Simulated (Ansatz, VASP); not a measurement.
**AlN in VASP and in Ansatz**

```
Al N
1.0
     0.00000    2.18701    2.18701
     2.18701    0.00000    2.18701
     2.18701    2.18701    0.00000
Al N
1 1
Cartesian
  0.0000 0.0000 0.0000
  3.2805 3.2805 3.2805
```

Alike in both runs: functional PBE; k mesh 10 × 10 × 10; no spin polarisation.

Ansatz relaxed the structure, and its values are those at the end. VASP's run is a single point on that final structure, the one shown.

|  | VASP | Ansatz |
| --- | --- | --- |
| version | VASP 6.6.1 | Ansatz 0.2.0 |
| potentials or method | VASP PAW PBE potentials, release 64 (Al, N) | scalar-relativistic, plane waves, PAW |
| plane-wave cutoff (eV) | 520 | 420 |
| occupations | gaussian, width 0.01 eV | fixed |
| valence electrons in the cell | 8 | 8 |

Ansatz gave:

* gap on the k mesh at the Fermi level (eV): 3.32
* least direct gap on the mesh (eV): 4.15
* pressure (GPa): 4.0

Problem. Which values does VASP return?

Solution. gap on the k mesh at the Fermi level (eV): 3.32; least direct gap on the mesh (eV): 4.16; pressure (GPa): 3.7.

A k mesh can miss the band edges. PBE gaps usually lie below the measured ones, often by a third to a half.
